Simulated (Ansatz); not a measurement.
Bi2Se3 (R-3m), random displacements

Method: DFT PBEsol, scalar-relativistic, plane waves, PAW (Ansatz 0.2.0). Settings: plane waves to 420 eV, k-mesh 12×12×12 (Γ-centred), Gaussian smearing 0.03 eV. Spin–orbit coupling is left out, which matters for the heavy elements here. No spin polarisation. Energies are free energies at this smearing, counted from the undisturbed cell; pressure is positive in compression.

Reference structure (as given, not relaxed at this level):

```
CELL_PARAMETERS angstrom
2.07150 1.19598 9.54533
-2.07150 1.19598 9.54533
0.00000 -2.39196 9.54533
ATOMIC_POSITIONS crystal
Bi 0.40080 0.40080 0.40080
Bi 0.59920 0.59920 0.59920
Se 0.00000 0.00000 0.00000
Se 0.21170 0.21170 0.21170
Se 0.78830 0.78830 0.78830
```

After a displacement of all atoms with no net shift, the run gives ΔE = 4.6 meV/atom; stress (xx, yy, zz, yz, xz, xy; compression positive) (0.08, -0.52, -0.28, -0.59, -0.13, 0.06) GPa; gap on the mesh 0.15 eV.

| atom | Fx (eV/Å) | Fy | Fz |
| --- | --- | --- | --- |
| Bi1 | -0.028 | 0.183 | -0.290 |
| Bi2 | -0.018 | -0.135 | 0.377 |
| Se3 | -0.124 | -0.084 | -0.079 |
| Se4 | 0.105 | 0.205 | -0.142 |
| Se5 | 0.066 | -0.169 | 0.135 |

Task: Which displacements (Å, in the unstrained cell) and strain were applied?

Result:
| atom | ux | uy | uz |
| --- | --- | --- | --- |
| Bi1 | 0.01 | -0.04 | 0.02 |
| Bi2 | -0.02 | 0.01 | -0.03 |
| Se3 | 0.03 | 0.03 | 0.01 |
| Se4 | -0.03 | -0.03 | -0.01 |
| Se5 | 0.00 | 0.02 | 0.01 |
The cell is not strained.

Cost: 1 run of about 7.3 core-minutes, on Intel Xeon Platinum 8259CL (Skylake/Cascade Lake) (shared hosts).